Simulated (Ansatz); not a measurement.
## Pb under changes of volume

One of the cells (30.323 Å³/atom); the others are scaled copies at fixed shape and fractional positions:

```xyz
1
Lattice="0.0000 2.4750 2.4750 2.4750 0.0000 2.4750 2.4750 2.4750 0.0000" Properties=species:S:1:pos:R:3 pbc="T T T"
Pb    0.0000    0.0000    0.0000
```

| Item | Value |
| --- | --- |
| Program | Ansatz 0.2.0 |
| Functional | r2SCAN |
| Dispersion | D4 |
| Potentials or basis | Ansatz PAW |
| Cutoff | 500 eV (not typed: the program's choice for these potentials) |
| k mesh | 9 × 9 × 9 |
| Occupations | fermi-dirac, width 0.05 eV |
| Spin | no spin polarisation |

```csv
volume (Å³/atom),energy over the lowest point (meV/atom),pressure (GPa)
28.503,24.60,4.0
29.110,11.74,2.7
29.716,?,?
30.323,0.00,0.4
30.929,0.17,-0.5
31.535,3.71,-1.3
32.142,10.15,-2.0
```

Problem. What does the run at 29.716 Å³/atom give?

Solution. Energy over the lowest point 3.70 meV/atom; pressure 1.5 GPa.

Worked out: A Birch-Murnaghan fit of order 3 (a polynomial in V^(-2/3)) to the other rows has its minimum at 30.60 Å³/atom with B0 = V·E''(V) = 48 GPa and B' = 5.2. It gives 3.72 meV/atom at 29.716 Å³/atom, against the run's 3.70, and -dE/dV = 1.5 GPa, against 1.5.

Energies are extrapolated to zero smearing.

Caveats: pairwise dispersion overbinds metals, which lowers pressure and volume; the PAW data sets come from PBE, with cores solved anew for the run's functional, which leaves a small shift of forces and pressure.
